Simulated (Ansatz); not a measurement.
**Ni: which magnetic state does the SCF reach?**

Wanted: the lowest electronic state of Ni in this cell. One SCF may end in a higher state, so several starts are tried. We look at Ni: the deposited crystal structure (space group Fm-3m, primitive cell doubled), with 2 atoms per cell. Source: COD entry 2100637.

Program: Ansatz 0.2.0. Level of theory: DFT r2SCAN, PAW, plane waves, scalar-relativistic. These are calculated values, not measurements.

1 further run of the same task is left out (it didn't finish).

### 1 The starting structure

Symmetry: Fm-3m, No. 225, cubic system. The conventional cell has a = 3.545 Å, b = 3.545 Å, c = 3.545 Å, α = 90.00°, β = 90.00°, γ = 90.00°. Ni (site symmetry m-3m) is surrounded by 12 Ni at 2.51 Å.

Coordinates:

```cif
data_structure
_symmetry_space_group_name_H-M 'P 1'
_symmetry_Int_Tables_number 1
_cell_length_a 4.3418
_cell_length_b 2.5068
_cell_length_c 2.5068
_cell_angle_alpha 90.000
_cell_angle_beta 90.000
_cell_angle_gamma 54.736
_cell_volume 22.28
loop_
_atom_site_label
_atom_site_type_symbol
_atom_site_fract_x
_atom_site_fract_y
_atom_site_fract_z
_atom_site_occupancy
Ni1 Ni 0.00000 0.00000 0.00000 1
Ni2 Ni 0.50000 0.00000 0.50000 1
```

Atoms are counted from 1 in the order of input.yaml (Ni2 and so on).

Planned first: opposed moments +-, plain SCF; no spin polarisation; spin on, no moments given (the program may seed its own), plain SCF. Further starts follow from what these give.

A plain SCF has the search for lower states switched off and ends at the first converged state. Ends within 0.2 meV/atom and 0.1 μB count as one state.

The total moment includes the space between the atomic spheres.

### 2 Opposed moments +-, plain SCF

input.yaml reads:

```yaml
crystal:
  lattice:
    - [-1.77255, -3.5451, -1.77255]
    - [-1.77255, 0.0, -1.77255]
    - [1.77255, 0.0, -1.77255]
  atoms:
    - { symbol: Ni, position: [0.0, 0.0, 0.0], spin: 2.0 }
    - { symbol: Ni, position: [0.5, 0.0, 0.5], spin: -2.0 }
magnetization:
  spin_polarized: true
hamiltonian:
  xc: r2scan
  pseudopotentials: { kind: paw }
basis:
  ecutwfc: 500
kpoints:
  mp_grid: { grid: [8, 14, 11] }
scf:
  occupations: { method: fermi_dirac, width: 0.05 }
  lower_state_search: "off"
output:
  forces: true
  stress: true
```

Output, cut to the lines that bear on the results:

```text
Warning: crystal.symmetry: narrowed to the stabiliser of the k-point mesh — unitary ops 16 → 4; excluded 12 operations that carry a point of the 8×14×11 mesh (shift [0, 0, 0]) off the mesh (the run samples exactly the mesh kpoints.mp_grid names, as under crystal.symmetry.detect: false, [...]
Pseudopotentials: kind: paw
Pseudopotential: Ni, paw, valence charge 18, recommended cutoff 500 eV (meta_gga), Ni.paw.azcp
Functional definition: r2SCAN
[...]
Crystal: 2 atoms, lattice volume = 22.277 Å³
Basis set: ecut = 500 eV, 569 PW (Γ), exchange–correlation on 128×80×80 points (64 copies of the dense FFT grid, shifted against one another)
Bands: 24, of which v1, the nominal top of the filled ones, is band 18 counted from 1 (17 counted from 0)
Symmetry: 4 space group operations
k-points: 348 of 1232
[...]
Starting moments: Σ|m| = 4 μB on 2 of 2 sites
[...]
spin-down is spin-up translated by (0.5, 0, 0.5): one eigenproblem is solved per k-point and the antiferromagnetic symmetry of the starting moments is kept exactly by this SCF (crystal.symmetry.spin_inversion_symmetry: false solves both channels; [...]
SCF iter   1: F=-11689.849618 eV  HF=-11689.244167 eV  |F-HF|=6.05e-1  |Δ(HF+E_count)|=         —  Δρ=1.21e-1 (↑1.21e-1 ↓1.21e-1)  dr2=1.64e-1  dr2_τ=3.63e-2  dr2_m=2.88e0  M=0.000 μB ∫|m|=2.095 μB  β_m=0.30  ethr=4.57e-4  ⟨swp⟩=1.2  Hψ=46400  notcnv=0
[...]
spin-set hold released at iteration 1 (the charge has settled, or the pull on large starting moments outlasts its swing): the magnetisation degrees of freedom join the quasi-Newton model from the next iteration; the mixer history was flushed
[...]
iteration 33: the SCF's residuals had fallen too slowly under its mixing. It goes on by minimising its free energy, and can end on another state than longer mixing would; under `scf.algorithm: density_mixing` no SCF does so, but by `scf.convergence.dm_fallback`
[...]
SCF iter  39: F=-11690.314516 eV  HF=-11690.314516 eV  |F-HF|=1.93e-10  |Δ(HF+E_count)|=  3.64e-12  Δρ=1.49e-6 (↑1.49e-6 ↓1.49e-6)  dr2=1.55e-10  dr2_τ=6.08e-12  dr2_m=3.38e-10  M=0.000 μB ∫|m|=0.668 μB  ethr=1.00e-12  ⟨swp⟩=1.5  Hψ=32333  notcnv=0
[...]
SCF converged after 39 iterations
Stability not told: the lowest value that the SCF's own minimisation read on its close, 1.0e-1 (residual 1.7e-3), is positive but too near zero to vouch for directions that it does not look along: no lower mode is shown, and none is ruled out
Magnetization: 0.0000 μB (18.0000 up, 18.0000 down)
Absolute magnetization: 0.6905 μB (∫|ρ↑−ρ↓|, with the PAW one-centre terms)
Spin contamination: 0.3447 ħ² per cell (⟨S²⟩ above its minimum at these occupations)
Per-site moments (μB) at R_I (Å): [(0.31098561204938313, 1.0340402531185773), (-0.31098561204938313, 1.0340402531185773)]
Free energy (F): -11690.314516 eV
[...]
E sigma→0 (E₀):  -11690.297568 eV
Entropy (-TS):   -0.033896 eV (-16.948 meV/atom)
Fermi energy:    17.278622 eV
[...]
--- Forces (eV/Å), atoms counted from 1 ---
  atom   1  Ni     0.00000000     0.00000000    -0.00000000
  atom   2  Ni     0.00000000     0.00000000    -0.00000000
[...]
--- Stress (GPa, compression-positive) ---
      -12.168566       0.002989      -1.079251
        0.002974     -12.173257       0.002974
       -1.079251       0.002989     -12.168566
  P = ⅓ Tr σ = -12.1701 GPa (-121.701 kbar)
--- Band table (eV; the first three rows and the last of 696) ---
[... band rows left out ...]
[...]
```

It took 9.6 min on 2 threads of an x86-64 CPU, shared host; peak memory 1.1 GiB.

End: antiferromagnetic (magnetic neighbours of Ni1 with a moment over 0.3 of its own that point the other way: 8 of 12 at 2.51 Å, 0 of 6 at 3.55 Å), site moments Ni1 0.31, Ni2 -0.31 μB, total 0.00 μB per cell, no gap on the k-mesh.

### 3 No spin polarisation

input.yaml, as its differences from that of step 2:

```diff
@@ -6,6 +6,4 @@
   atoms:
-    - { symbol: Ni, position: [0.0, 0.0, 0.0], spin: 2.0 }
-    - { symbol: Ni, position: [0.5, 0.0, 0.5], spin: -2.0 }
-magnetization:
-  spin_polarized: true
+    - { symbol: Ni, position: [0.0, 0.0, 0.0] }
+    - { symbol: Ni, position: [0.5, 0.0, 0.5] }
 hamiltonian:
```

Output, cut to the lines that bear on the results:

```text
Warning: crystal.symmetry: narrowed to the stabiliser of the k-point mesh — unitary ops 32 → 8; excluded 24 operations that carry a point of the 8×14×11 mesh (shift [0, 0, 0]) off the mesh (the run samples exactly the mesh kpoints.mp_grid names, as under crystal.symmetry.detect: false, [...]
[... 11 lines as in an earlier run ...]
Bands: 22, of which v1, the nominal top of the filled ones, is band 18 counted from 1 (17 counted from 0)
Symmetry: 8 space group operations
[... 5 lines as in an earlier run ...]
[...]
[... 2 lines as in an earlier run ...]
SCF iter   1: F=-11690.273122 eV  HF=-11690.193872 eV  |F-HF|=7.93e-2  |Δ(HF+E_count)|=         —  Δρ=1.97e-2  dr2=4.67e-2  dr2_τ=5.64e-2  ethr=1.77e-3  ⟨swp⟩=5.5  Hψ=30873  notcnv=0
[...]
SCF iter   9: F=-11690.290210 eV  HF=-11690.290210 eV  |F-HF|=2.02e-9  |Δ(HF+E_count)|=   2.89e-8  Δρ=5.42e-6  dr2=4.42e-9  dr2_τ=5.53e-11  ethr=2.78e-10  ⟨swp⟩=5.0  Hψ=32976  notcnv=0
[...]
SCF converged after 9 iterations
Free energy (F): -11690.290210 eV
[...]
E sigma→0 (E₀):  -11690.261564 eV
Entropy (-TS):   -0.057292 eV (-28.646 meV/atom)
Fermi energy:    17.200767 eV
[...]
--- Forces (eV/Å), atoms counted from 1 ---
  atom   1  Ni    -0.00000000     0.00000000    -0.00000000
  atom   2  Ni     0.00000000    -0.00000000    -0.00000000
[...]
--- Stress (GPa, compression-positive) ---
      -13.380931       0.015879      -0.003337
        0.015879     -13.665382       0.015879
       -0.003337       0.015879     -13.380931
  P = ⅓ Tr σ = -13.4757 GPa (-134.757 kbar)
```

Run time: 6.9 s. Hardware: 2 threads of an x86-64 CPU, shared host; peak memory 0.63 GiB.

The state reached is non-magnetic (no spin polarisation), no gap on the k-mesh. Against step 2, the lowest until now, it is 12.2 meV/atom higher.

### 4 Spin on, no moments given (the program may seed its own), plain SCF

input.yaml, as its differences from that of step 3:

```diff
@@ -21 +21,3 @@
   stress: true
+magnetization:
+  spin_polarized: true
```

Output, cut to the lines that bear on the results:

```text
[... 1 line as in an earlier run ...]
band count auto-derived: 24 (N_el = 36.0; filled up to band 18; 22 by the electrons, moments and atoms)
[... 21 lines as in an earlier run ...]
[...]
SCF iter   1: F=-11689.936813 eV  HF=-11688.879864 eV  |F-HF|=1.06e0  |Δ(HF+E_count)|=         —  Δρ=1.84e-1 (↑1.84e-1 ↓1.63e-1)  dr2=5.81e-2  dr2_τ=4.27e-2  dr2_m=6.11e0  M=2.484 μB ∫|m|=2.484 μB  ethr=1.12e-3  ⟨swp⟩=1.1  Hψ=46077  notcnv=0
[...]
SCF iter  12: F=-11690.544674 eV  HF=-11690.544674 eV  |F-HF|=3.72e-9  |Δ(HF+E_count)|=   6.77e-8  Δρ=4.79e-6 (↑1.35e-6 ↓4.79e-6)  dr2=4.71e-10  dr2_τ=1.80e-11  dr2_m=1.64e-9  M=1.556 μB ∫|m|=1.912 μB  ethr=9.99e-12  ⟨swp⟩=2.2  Hψ=61345  notcnv=0
[...]
SCF converged after 12 iterations
Magnetization: 1.5564 μB (18.7782 up, 17.2218 down)
Absolute magnetization: 1.9148 μB (∫|ρ↑−ρ↓|, with the PAW one-centre terms)
Spin contamination: 0.0471 ħ² per cell (⟨S²⟩ above its minimum at these occupations)
Per-site moments (μB) at R_I (Å): [(0.848641860519356, 1.0340402531185773), (0.848641860519356, 1.0340402531185773)]
Free energy (F): -11690.544674 eV
[...]
E sigma→0 (E₀):  -11690.534206 eV
Entropy (-TS):   -0.020936 eV (-10.468 meV/atom)
Fermi energy:    17.604807 eV
[...]
--- Forces (eV/Å), atoms counted from 1 ---
  atom   1  Ni    -0.00000000    -0.00000000    -0.00000000
  atom   2  Ni    -0.00000000    -0.00000000    -0.00000000
[...]
--- Stress (GPa, compression-positive) ---
      -10.628398       0.013928      -0.193513
        0.013920     -10.843795       0.013920
       -0.193513       0.013928     -10.628398
  P = ⅓ Tr σ = -10.7002 GPa (-107.002 kbar)
```

Run time: 19 s. Hardware: 2 threads of an x86-64 CPU, shared host; peak memory 0.77 GiB.

End: ferromagnetic, site moments Ni1 0.85, Ni2 0.85 μB, total 1.56 μB per cell, no gap on the k-mesh. Against step 2, the lowest until now, it is 115 meV/atom lower.

### 5 Parallel moments scaled by 0.2, plain SCF

input.yaml, as its differences from that of step 4:

```diff
@@ -6,4 +6,6 @@
   atoms:
-    - { symbol: Ni, position: [0.0, 0.0, 0.0] }
-    - { symbol: Ni, position: [0.5, 0.0, 0.5] }
+    - { symbol: Ni, position: [0.0, 0.0, 0.0], spin: 0.4 }
+    - { symbol: Ni, position: [0.5, 0.0, 0.5], spin: 0.4 }
+magnetization:
+  spin_polarized: true
 hamiltonian:
@@ -21,3 +23 @@
   stress: true
-magnetization:
-  spin_polarized: true
```

Output, cut to the lines that bear on the results:

```text
[... 12 lines as in an earlier run ...]
Bands: 23, of which v1, the nominal top of the filled ones, is band 18 counted from 1 (17 counted from 0)
[... 7 lines as in an earlier run ...]
Starting moments: Σ|m| = 0.8 μB on 2 of 2 sites
[... 2 lines as in an earlier run ...]
[...]
SCF iter   1: F=-11690.273002 eV  HF=-11690.221857 eV  |F-HF|=5.11e-2  |Δ(HF+E_count)|=         —  Δρ=6.45e-2 (↑6.45e-2 ↓1.65e-2)  dr2=3.82e-1  dr2_τ=1.35e-2  dr2_m=2.76e-1  M=1.102 μB ∫|m|=1.140 μB  β_m=1.00  ethr=1.06e-3  ⟨swp⟩=1.0  Hψ=88136  notcnv=0
[...]
spin-set hold released at iteration 10 (site moments contracting): the magnetisation degrees of freedom join the quasi-Newton model from the next iteration; the mixer history was flushed
[...]
SCF iter  23: F=-11690.544674 eV  HF=-11690.544674 eV  |F-HF|=2.28e-9  |Δ(HF+E_count)|=   1.93e-7  Δρ=1.93e-6 (↑1.34e-6 ↓1.93e-6)  dr2=2.20e-10  dr2_τ=4.17e-12  dr2_m=2.03e-10  M=1.556 μB ∫|m|=1.912 μB  ethr=5.13e-12  ⟨swp⟩=4.3  Hψ=57204  notcnv=0
[...]
this state was not tested for a lower state beside it, because the mixer in use, unlike msr1, does not test its closes by its own steps (another_mixer; see scf.mixing.algorithm and scf.lower_state_search)
SCF converged after 23 iterations
Magnetization: 1.5564 μB (18.7782 up, 17.2218 down)
Absolute magnetization: 1.9148 μB (∫|ρ↑−ρ↓|, with the PAW one-centre terms)
Spin contamination: 0.0471 ħ² per cell (⟨S²⟩ above its minimum at these occupations)
Per-site moments (μB) at R_I (Å): [(0.8486428384637102, 1.0340402531185773), (0.8486428384637102, 1.0340402531185773)]
Free energy (F): -11690.544674 eV
[...]
E sigma→0 (E₀):  -11690.534206 eV
Entropy (-TS):   -0.020937 eV (-10.468 meV/atom)
Fermi energy:    17.604802 eV
[... 26 lines left out: energy terms, forces, stress ...]
```

It took 44 s on 2 threads of an x86-64 CPU, shared host; peak memory 0.72 GiB.

The run ends in the same state as step 4 (ferromagnetic); it took 23 iterations.

### 6 Moments ++ scaled by 0.4, plain SCF

input.yaml, as its differences from that of step 5:

```diff
@@ -6,4 +6,4 @@
   atoms:
-    - { symbol: Ni, position: [0.0, 0.0, 0.0], spin: 0.4 }
-    - { symbol: Ni, position: [0.5, 0.0, 0.5], spin: 0.4 }
+    - { symbol: Ni, position: [0.0, 0.0, 0.0], spin: 0.8 }
+    - { symbol: Ni, position: [0.5, 0.0, 0.5], spin: 0.8 }
 magnetization:
```

Output, cut to the lines that bear on the results:

```text
[... 20 lines as in an earlier run ...]
Starting moments: Σ|m| = 1.6 μB on 2 of 2 sites
[... 2 lines as in an earlier run ...]
[...]
SCF iter   1: F=-11690.348964 eV  HF=-11690.254660 eV  |F-HF|=9.43e-2  |Δ(HF+E_count)|=         —  Δρ=3.60e-2 (↑3.60e-2 ↓2.17e-2)  dr2=3.15e-1  dr2_τ=1.31e-2  dr2_m=3.00e-2  M=1.386 μB ∫|m|=1.472 μB  β_m=0.30  ethr=8.77e-4  ⟨swp⟩=1.0  Hψ=88160  notcnv=0
[...]
spin-set hold released at iteration 11 (site moments contracting): the magnetisation degrees of freedom join the quasi-Newton model from the next iteration; the mixer history was flushed
[...]
SCF iter  20: F=-11690.544674 eV  HF=-11690.544674 eV  |F-HF|=1.25e-7  |Δ(HF+E_count)|=   5.62e-6  Δρ=9.46e-6 (↑9.46e-6 ↓9.45e-6)  dr2=1.05e-8  dr2_τ=1.89e-10  dr2_m=3.58e-9  M=1.556 μB ∫|m|=1.912 μB  ethr=7.50e-11  ⟨swp⟩=5.2  Hψ=68855  notcnv=0
[...]
[... 1 line as in an earlier run ...]
SCF converged after 20 iterations
Magnetization: 1.5563 μB (18.7781 up, 17.2219 down)
Absolute magnetization: 1.9147 μB (∫|ρ↑−ρ↓|, with the PAW one-centre terms)
Spin contamination: 0.0471 ħ² per cell (⟨S²⟩ above its minimum at these occupations)
Per-site moments (μB) at R_I (Å): [(0.8486039545736235, 1.0340402531185773), (0.8486039545736235, 1.0340402531185773)]
Free energy (F): -11690.544674 eV
[...]
E sigma→0 (E₀):  -11690.534205 eV
Entropy (-TS):   -0.020938 eV (-10.469 meV/atom)
Fermi energy:    17.604761 eV
[... 26 lines left out: energy terms, forces, stress ...]
```

Wall time 34 s (2 threads of an x86-64 CPU, shared host); peak memory 0.73 GiB.

This is the state of step 4 again (ferromagnetic), after 20 iterations.

### 7 A moment on one site alone, plain SCF

input.yaml, as its differences from that of step 6:

```diff
@@ -6,4 +6,4 @@
   atoms:
-    - { symbol: Ni, position: [0.0, 0.0, 0.0], spin: 0.8 }
-    - { symbol: Ni, position: [0.5, 0.0, 0.5], spin: 0.8 }
+    - { symbol: Ni, position: [0.0, 0.0, 0.0], spin: 2.0 }
+    - { symbol: Ni, position: [0.5, 0.0, 0.5] }
 magnetization:
```

Output, cut to the lines that bear on the results:

```text
[... 20 lines as in an earlier run ...]
Starting moments: Σ|m| = 2 μB on 1 of 2 sites
[... 2 lines as in an earlier run ...]
SCF iter   1: F=-11686.579893 eV  HF=-11690.136785 eV  |F-HF|=3.56e0  |Δ(HF+E_count)|=         —  Δρ=1.09e-1 (↑1.09e-1 ↓4.46e-2)  dr2=4.23e0  dr2_τ=2.12e-2  dr2_m=3.02e-1  M=1.601 μB ∫|m|=1.745 μB  β_m=0.30  ethr=3.10e-3  ⟨swp⟩=5.3  Hψ=63923  notcnv=0
[...]
spin-set hold released at iteration 5 (the charge has settled, or the pull on large starting moments outlasts its swing): the magnetisation degrees of freedom join the quasi-Newton model from the next iteration; the mixer history was flushed
[...]
SCF iter  20: F=-11690.544674 eV  HF=-11690.544674 eV  |F-HF|=1.15e-7  |Δ(HF+E_count)|=   1.09e-7  Δρ=1.14e-5 (↑7.96e-6 ↓1.14e-5)  dr2=9.29e-9  dr2_τ=1.85e-10  dr2_m=2.79e-9  M=1.556 μB ∫|m|=1.912 μB  ethr=1.26e-10  ⟨swp⟩=4.6  Hψ=59138  notcnv=0
[...]
[... 1 line as in an earlier run ...]
SCF converged after 20 iterations
Magnetization: 1.5564 μB (18.7782 up, 17.2218 down)
Absolute magnetization: 1.9148 μB (∫|ρ↑−ρ↓|, with the PAW one-centre terms)
Spin contamination: 0.0471 ħ² per cell (⟨S²⟩ above its minimum at these occupations)
Per-site moments (μB) at R_I (Å): [(0.8485844311326578, 1.0340402531185773), (0.8487320180315294, 1.0340402531185773)]
Free energy (F): -11690.544674 eV
[...]
E sigma→0 (E₀):  -11690.534206 eV
Entropy (-TS):   -0.020936 eV (-10.468 meV/atom)
Fermi energy:    17.604814 eV
[... 26 lines left out: energy terms, forces, stress ...]
```

It took 30 s on 2 threads of an x86-64 CPU, shared host; peak memory 0.75 GiB.

The run ends in the same state as step 4 (ferromagnetic); it took 20 iterations.

### 8 Parallel moments, Broyden mixing, no switch to direct minimisation

input.yaml, as its differences from that of step 7:

```diff
@@ -7,3 +7,3 @@
     - { symbol: Ni, position: [0.0, 0.0, 0.0], spin: 2.0 }
-    - { symbol: Ni, position: [0.5, 0.0, 0.5] }
+    - { symbol: Ni, position: [0.5, 0.0, 0.5], spin: 2.0 }
 magnetization:
@@ -20,2 +20,4 @@
   lower_state_search: "off"
+  algorithm: density_mixing
+  mixing: { algorithm: broyden, beta: 0.3 }
 output:
```

Output, cut to the lines that bear on the results:

```text
[... 20 lines as in an earlier run ...]
Starting moments: Σ|m| = 4 μB on 2 of 2 sites
[... 2 lines as in an earlier run ...]
[...]
SCF iter   1: F=-11690.350974 eV  HF=-11689.731549 eV  |F-HF|=6.19e-1  |Δ(HF+E_count)|=         —  Δρ=1.12e-1 (↑8.92e-2 ↓1.12e-1)  dr2=7.04e-2  dr2_τ=3.36e-2  dr2_m=2.05e0  M=2.059 μB ∫|m|=2.349 μB  β_m=0.62  ethr=1.96e-4  ⟨swp⟩=1.6  Hψ=92322  notcnv=0
[...]
[... 1 line as in an earlier run ...]
[...]
SCF iter  14: F=-11690.544674 eV  HF=-11690.544674 eV  |F-HF|=9.73e-9  |Δ(HF+E_count)|=   7.61e-7  Δρ=4.63e-6 (↑3.15e-6 ↓4.63e-6)  dr2=2.78e-9  dr2_τ=4.89e-11  dr2_m=1.70e-10  M=1.556 μB ∫|m|=1.912 μB  ethr=8.61e-11  ⟨swp⟩=4.9  Hψ=62896  notcnv=0
[...]
[... 1 line as in an earlier run ...]
SCF converged after 14 iterations
Magnetization: 1.5564 μB (18.7782 up, 17.2218 down)
Absolute magnetization: 1.9148 μB (∫|ρ↑−ρ↓|, with the PAW one-centre terms)
Spin contamination: 0.0471 ħ² per cell (⟨S²⟩ above its minimum at these occupations)
Per-site moments (μB) at R_I (Å): [(0.8486516264781853, 1.0340402531185773), (0.8486516264781853, 1.0340402531185773)]
Free energy (F): -11690.544674 eV
[...]
E sigma→0 (E₀):  -11690.534206 eV
Entropy (-TS):   -0.020936 eV (-10.468 meV/atom)
Fermi energy:    17.604800 eV
[... 26 lines left out: energy terms, forces, stress ...]
```

Run time: 28 s. Hardware: 2 threads of an x86-64 CPU, shared host; peak memory 0.76 GiB.

This is the state of step 4 again (ferromagnetic), after 14 iterations.

### 9 All ends together

| step | iterations | state | moments of Ni1 Ni2 (μB) | total (μB) | gap (eV) | pressure (GPa) | above lowest (meV/atom) |
| --- | --- | --- | --- | --- | --- | --- | --- |
| 2 | 39 | 2 | 0.31 -0.31 | 0.00 | none | -12.2 | 115 |
| 3 | 9 | 3 | 0.00 0.00 | 0.00 | none | -13.5 | 127 |
| 4 | 12 | 1 | 0.85 0.85 | 1.56 | none | -10.7 | 0.0 |
| 5 | 23 | 1 | 0.85 0.85 | 1.56 | none | -10.7 | 0.0 |
| 6 | 20 | 1 | 0.85 0.85 | 1.56 | none | -10.7 | 0.0 |
| 7 | 20 | 1 | 0.85 0.85 | 1.56 | none | -10.7 | 0.0 |
| 8 | 14 | 1 | 0.85 0.85 | 1.56 | none | -10.7 | 0.0 |

States are numbered from the lowest. Starts by step: 2 opposed moments +-, plain SCF; 3 no spin polarisation; 4 spin on, no moments given (the program may seed its own), plain SCF; 5 parallel moments scaled by 0.2, plain SCF; 6 moments ++ scaled by 0.4, plain SCF; 7 a moment on one site alone, plain SCF; 8 parallel moments, Broyden mixing, no switch to direct minimisation.

The 7 runs of this session took 12 min in all, from 6.9 s to 9.6 min each.

Decimal logarithm of the largest residual (eV) by iteration, counted through all cycles of a run:

| iteration | step 2 | step 3 | step 4 | step 5 | step 6 | step 7 | step 8 |
| --- | --- | --- | --- | --- | --- | --- | --- |
| 1 | 0.5 | -1.2 | 0.8 | -0.4 | -0.5 | 0.6 | 0.3 |
| 2 | 0.3 | -2.1 | -0.6 | -1.0 | -1.0 | 1.0 | -0.4 |
| 3 | -0.8 | -2.6 | -1.0 | -2.0 | -1.6 | 0.0 | -2.3 |
| 4 | -1.2 | -2.4 | -1.1 | -2.2 | -2.3 | 0.0 | -1.9 |
| 5 | -2.2 | -3.6 | -1.4 | -2.2 | -2.5 | -0.1 | -2.5 |
| 8 | -4.0 | -6.6 | -3.9 | -2.3 | -2.9 | -1.2 | -4.5 |
| 11 | -5.1 | - | -7.7 | -3.4 | -3.7 | -2.3 | -6.8 |
| 15 | -5.5 | - | - | -4.3 | -4.0 | -5.4 | - |
| 18 | -5.5 | - | - | -6.2 | -6.5 | -6.3 | - |
| 22 | -5.5 | - | - | -8.4 | - | - | - |
| 25 | -4.8 | - | - | - | - | - | - |
| 29 | -3.4 | - | - | - | - | - | - |
| 32 | -5.7 | - | - | - | - | - | - |
| 36 | -6.5 | - | - | - | - | - | - |
| 39 | -9.5 | - | - | - | - | - | - |

### 10 Outcome

```
                      quantity                                                     value
               distinct states                                   3 from 7 converged runs
lowest state from plain starts                                             ferromagnetic
                   its moments                                     Ni1 0.85, Ni2 0.85 μB
                  total moment                                          1.56 μB per cell
             gap on the k-mesh                                                      none
                      pressure                                                 -10.7 GPa
                 largest force                                                0.000 eV/Å
                    next state                    antiferromagnetic, 115 meV/atom higher
                 highest state  non-magnetic (no spin polarisation), 127 meV/atom higher
```

7 runs converged, to 3 different states. Switching spin polarisation off costs 127 meV/atom in free energy, smearing entropy included. The best antiferromagnetic state lies 115 meV/atom above the best ferromagnetic one. These are lowest states among those tried, not proven ground states. The mesh has less symmetry than the lattice, which lowers the symmetry of the run.
